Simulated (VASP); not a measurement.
BaTiO3:

```
Ba Ti O
1.0
     3.99980    0.00000    0.00000
     0.00000    3.99980    0.00000
     0.00000    0.00000    4.01800
Ba Ti O
1 1 3
Direct
  0.00000 0.00000 0.00000
  0.50000 0.50000 0.49000
  0.00000 0.50000 0.51700
  0.50000 0.00000 0.51700
  0.50000 0.50000 0.01900
```

Base run:

```yaml
Program: VASP 6.6.1
Functional: BLYP
Potentials_or_basis: VASP PAW PBE potentials, release 64 (Ba_sv, Ti_sv, O)
Cutoff: 520 eV
k_mesh: 7 × 7 × 7
Occupations: fermi-dirac, width 0.05 eV
Spin: no spin polarisation
```

Its results: band gap on the k mesh 1.89 eV, indirect (least direct gap 2.08 eV); pressure 9.9 GPa; largest force 0.194 eV/Å.

Problem. The run is repeated on the same cell with these changes: functional from BLYP to revPBE; further incar settings from ALGO = Fast; EDIFF = 1e-07; NBANDS = 28 to ALGO = Normal; EDIFF = 1e-06; NBANDS = 28. What comes out?

Solution. Band gap on the k mesh 1.89 eV, indirect (least direct gap 2.09 eV); pressure 7.3 GPa; largest force 0.271 eV/Å.

Caveats: the PAW data sets were made with another functional, which shifts forces and pressure a little; spin-orbit coupling is left out, which moves the levels of the heavy elements; the mesh misses the band edges, which the band path finds closer together.
